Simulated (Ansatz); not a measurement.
# ZnCu: one input, then a changed one

The cell is COD entry 9008814, as deposited and not checked against the literature; nothing was relaxed. The listed cell was then made from it by scaling, straining or moving an atom.

First run: DFT, PBE, all-electron LAPW, scalar-relativistic (Ansatz 0.2.0).

Command: `ansatz run input.yaml --threads 1 --pin off --max-ram 2048MiB --backend cpu --events-out ev --progress --plain --runs-dir out` The run took 88 s on 1 thread of Arm Neoverse V1, with other jobs on the host, peak memory 0.96 GiB.

```yaml
crystal:
  lattice:
    - [2.97445, 0.0, 0.0]
    - [0.0, 2.97445, 0.0]
    - [0.0, 0.0, 2.945]
  atoms:
    - { symbol: Zn, position: [0.5, 0.5, 0.5] }
    - { symbol: Cu, position: [0.0, 0.0, 0.0] }
kpoints:
  mp_grid: { grid: [14, 14, 14] }
scf:
  occupations: { method: fermi_dirac, width: 0.05 }
hamiltonian:
  xc: pbe
  pseudopotentials: { kind: all_electron, lapw: { basis_error: 0.0005 } }
output:
  forces: true
  stress: true
  eigenvalues: true
```

Result: converged; pressure -0.15 GPa; 10 SCF iterations.

The input is then changed:

```diff
@@ -10,8 +10,10 @@
   mp_grid: { grid: [14, 14, 14] }
 scf:
-  occupations: { method: fermi_dirac, width: 0.05 }
+  occupations: { method: methfessel_paxton, width: 0.15 }
+  convergence: { dr2_threshold: 1.0e-08 }
 hamiltonian:
   xc: pbe
   pseudopotentials: { kind: all_electron, lapw: { basis_error: 0.0005 } }
+  dispersion: d3bj
 output:
   forces: true
```

Q: What does the second run give?

A: It converged; pressure -6.55 GPa; 10 SCF iterations.

The results part of its log:

```
SCF 1 converged in 10 iterations: F = -93908.490596 eV  dr2 = 2.20e-10
SCF converged after 10 iterations
Stability not checked: this state was not tested for a lower state beside it, because cold or Methfessel-Paxton smearing, or corrected tetrahedra, fill the levels in a way that the test cannot read (fill_not_monotonic; see scf.lower_state_search)
Free energy (F): -93908.490596 eV
Harris-Foulkes:  -93908.490596 eV  (|F-HF|=1.05e-9)
Internal energy: -93908.491247 eV  (E = F + TS)
E sigma→0 (E₀):  -93908.490759 eV
Entropy (-TS):   0.000651 eV (0.326 meV/atom)
Fermi energy:    15.749143 eV
--- Per-component energies (eV) ---
  E_band       = -887.568604
  E_kinetic    = 95580.516563
  E_xc         = -3791.178732
  E_electrostatic = -185696.835619  (all electrons and nuclei)
  E_disp       = -0.993458  (pairwise vdW)
  E_smearing   = 0.000651  (= −TS)
  E_closure    = 0.000000  (closes the sum)
  E_atoms      = -93902.447362  (free atoms, spherical and without spin; not in F)
  Σ components = -93908.490596   (vs F -93908.490596, Δ=0.00e0)
  Basis errors (estimates in eV, not in F): energy 1.2e-4 per atom: plane waves 1.1e-4 (5.9e-5 summed), levels above the bands 0.0e0, relativity 6.0e-9, radial functions 8.6e-6, core shells 9.4e-12; eigenvalues (radial functions only) 9.6e-7; not estimated: angular momenta, meshes, grids; target (lapw.basis_error) 5.0e-4; muffin-tin radii Cu 1.285 Å, Zn 1.283 Å
--- Forces (eV/Å), atoms counted from 1 ---
  atom   1  Zn    -0.00000000    -0.00000000     0.00000000
  atom   2  Cu     0.00000000     0.00000000     0.00000000
  max |Σ_I F_I| component: 2.96e-31 eV/Å
--- Stress (GPa, compression-positive) ---
       -6.763572       0.000000       0.000000
        0.000000      -6.763572       0.000000
        0.000000       0.000000      -6.116039
  P = ⅓ Tr σ = -6.5477 GPa (-65.477 kbar)
--- Band table (eV; the first three rows and the last of 288) ---
  k-point 0: bands = ["-110.5347", "-97.2133", "-64.6875", "-64.6875", "-64.6867", "-54.5869", "-54.5869", "-54.5817", "5.5200", "7.9784", "7.9831", "8.6415", "8.6545", "8.6545", "12.2273", "12.2402", "13.0590", "13.0707", "13.0707", "21.7345", "21.7345", "22.0796", "26.7447", "26.8817"]
  k-point 1: bands = ["-110.5347", "-97.2133", "-64.6875", "-64.6875", "-64.6869", "-54.5869", "-54.5869", "-54.5822", "5.6125", "7.9936", "7.9983", "8.6456", "8.6459", "8.6459", "12.2353", "12.2373", "13.0391", "13.0391", "13.0554", "21.1839", "21.8754", "21.8754", "26.7936", "27.1419"]
  k-point 2: bands = ["-110.5346", "-97.2132", "-64.6876", "-64.6874", "-64.6874", "-54.5868", "-54.5868", "-54.5836", "5.8869", "8.0233", "8.0564", "8.6218", "8.6218", "8.6570", "12.2213", "12.2603", "12.9535", "12.9535", "13.0455", "19.4533", "22.2880", "22.2880", "26.9418", "27.3401"]
  k-point 287: bands = ["-110.5340", "-97.2119", "-64.6912", "-64.6912", "-64.6911", "-54.5941", "-54.5941", "-54.5902", "8.0851", "8.0851", "8.0962", "8.9322", "8.9448", "11.5348", "11.5348", "11.5442", "13.3087", "13.3303", "19.4344", "19.9663", "20.0111", "20.0111", "20.1368", "20.2207"]
```
